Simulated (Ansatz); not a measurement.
**Tl: relaxing the structure by PAW and LAPW**

Where does Tl settle (atoms shaken by about 0.25 Å, then relaxed with the cell), by PAW and LAPW? Both runs start alike, so that frozen cores can be judged against all electrons.

Method: DFT PBEsol, scalar-relativistic, in Ansatz 0.2.0.

## Step 1: Starting point

The structure is triclinic, space group P-1 (No. 2). Conventional cell: a = 3.456 Å, b = 3.456 Å, c = 5.525 Å, α = 90.00°, β = 90.00°, γ = 120.00°. Around Tl (site symmetry 1) lie 2 Tl at 2.81 to 3.08 Å.

Coordinates:

```xyz
2
Lattice="3.4560 0.0000 0.0000 -1.7280 2.9930 0.0000 0.0000 0.0000 5.5250" Properties=species:S:1:pos:R:3 pbc="T T T"
Tl   -0.0759    2.2350    1.2917
Tl    1.9597    0.7944    4.4940
```

Atoms are numbered in the order of the input: Tl1, Tl2.

## Step 2: PAW on the default files

Input file input.yaml:

```yaml
crystal:
  lattice:
    - [3.456, 0.0, 0.0]
    - [-1.728, 2.9929837955, 0.0]
    - [0.0, 0.0, 5.525]
  atoms:
    - { symbol: Tl, position: [0.3513982333, 0.7467358067, 0.23378482] }
    - { symbol: Tl, position: [0.6997574067, 0.2654217733, 0.81338857] }
kpoints:
  mp_grid: { grid: [7, 7, 4] }
scf:
  occupations: { method: fermi_dirac, width: 0.05 }
hamiltonian:
  xc: pbesol
  pseudopotentials: { kind: paw }
output:
  forces: true
  stress: true
  efg: { contact_densities: true }
relax:
  f_tol: 0.01
  max_steps: 80
  cell: {}
```

Command:

```bash
> ansatz run input.yaml --threads 1 --pin off --max-ram 2048MiB --backend cpu --events-out ev --progress --plain --runs-dir out
```

## Step 4: All-electron LAPW

input.yaml, as its differences from that of step 2:

```diff
@@ -14,3 +14,3 @@
   xc: pbesol
-  pseudopotentials: { kind: paw }
+  pseudopotentials: { kind: all_electron, lapw: { basis_error: 0.001 } }
 output:
@@ -18,3 +18,2 @@
   stress: true
-  efg: { contact_densities: true }
 relax:
```

(Steps that only read results are left out.)

**Question.** What will these runs give? Wanted: PAW: cell; PAW: volume; PAW: energy gained; PAW: accepted moves; PAW: space group; LAPW: cell; LAPW: volume; LAPW: energy gained; LAPW: accepted moves.

**Answer**, as computed:

| quantity | value |
| --- | --- |
| PAW: cell | a = 3.483 Å, b = 3.483 Å, c = 5.222 Å, α = 89.99°, β = 90.01°, γ = 114.76° |
| PAW: volume | 28.767 Å³/atom |
| PAW: energy gained | 179.5 meV/atom |
| PAW: accepted moves | 7 |
| PAW: space group | P-1 → C2/m |
| LAPW: cell | a = 3.483 Å, b = 3.483 Å, c = 5.223 Å, α = 89.99°, β = 90.01°, γ = 114.79° |
| LAPW: volume | 28.767 Å³/atom |
| LAPW: energy gained | 179.4 meV/atom |
| LAPW: accepted moves | 7 |
| LAPW: space group | P-1 → C2/m |

By PAW the volume changes by +0.7 % in 7 moves, and the energy falls by 179.5 meV/atom. PAW's final volume lies less than 0.01 % from LAPW's, and its energy gain differs from LAPW's by less than 0.1 meV/atom. The price, with the outputs that each input asks for: 5.9 min for LAPW against 43 s for PAW, about 8 to one.
